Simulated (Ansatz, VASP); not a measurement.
# One calculation of MgO, two programs

```
CELL_PARAMETERS angstrom
3.30085 0.00000 0.00000
-1.65043 2.85862 0.00000
0.00000 0.00000 5.02821
ATOMIC_POSITIONS crystal
Mg 0.33333 0.66667 0.49129
Mg 0.66667 0.33333 0.99129
O 0.66667 0.33333 0.38772
O 0.33333 0.66667 0.88772
```

Alike in both runs: functional PBEsol; k mesh 9 × 9 × 6; occupations gaussian, width 0.02 eV; no spin polarisation.

Ansatz relaxed the structure, and its values are those at the end. VASP's run is a single point on that final structure, the one shown.

|  | VASP | Ansatz |
| --- | --- | --- |
| version | VASP 6.6.1 | Ansatz 0.2.0 |
| potentials or method | VASP PAW PBE potentials, release 64 (Mg, O) | scalar-relativistic, plane waves, PAW |
| plane-wave cutoff (eV) | 520 | 420 |
| valence electrons in the cell | 16 | 32 |

|  | VASP | Ansatz | Ansatz less VASP |
| --- | --- | --- | --- |
| gap on the k mesh at the Fermi level (eV) | 3.36 | 3.36 | 0.000 |
| least direct gap on the mesh (eV) | 3.36 | 3.36 | 0.000 |
| pressure (GPa) | -0.3 | 0.0 | +0.29 |

The two sets of potentials don't hold the same shells in valence.

Caveats: the PAW data sets were made with another functional, which shifts forces and pressure a little (VASP); an odd mesh through Γ misses points on the zone boundary, where band edges often lie. Expect the measured gap to be larger: semilocal functionals such as PBEsol lack the derivative discontinuity.
